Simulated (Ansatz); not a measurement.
**Structure types of W at a series of pressures**

All-electron LAPW in Ansatz 0.2.0 under PBE, scalar-relativistic, energies extrapolated to zero smearing, no spin–orbit coupling; spin polarisation is left out. At each pressure a set of structure types was relaxed with symmetry kept. The table gives H = E + pV above the lowest type of that row in meV/atom (up to 5 of noise); a dash means not tried or turned into another type. Real phases may be missing from the set. k spacings are near 0.17 to 0.21 Å⁻¹, smearing 0.05 to 0.1 eV.

Task: Among fcc, bcc, hcp, diamond, beta tin, sc, which leads at 8.7, 49, 97, 190, 430, 700, 1300 GPa?

Result: bcc at 8.7 GPa; bcc at 49 GPa; bcc at 97 GPa; bcc at 190 GPa; bcc at 430 GPa; bcc at 700 GPa; fcc at 1300 GPa.

| p (GPa) | V of the lowest (Å³/atom) | fcc | bcc | hcp | diamond | beta tin | sc |
| --- | --- | --- | --- | --- | --- | --- | --- |
| 8.7 | 15.71 | 501 | 0 | 519 | 3087 | 1201 | – |
| 49 | 14.24 | 547 | 0 | 577 | 4599 | 1456 | 1981 |
| 97 | 13.08 | 578 | 0 | 618 | – | – | 2306 |
| 190 | 11.65 | 600 | 0 | 639 | 7727 | 1941 | 2816 |
| 430 | 9.65 | 493 | 0 | 493 | 11011 | 2333 | – |
| 700 | 8.46 | 293 | 0 | 291 | 13831 | – | – |
| 1300 | 6.91 | 0 | 130 | 40 | 19142 | – | 5637 |
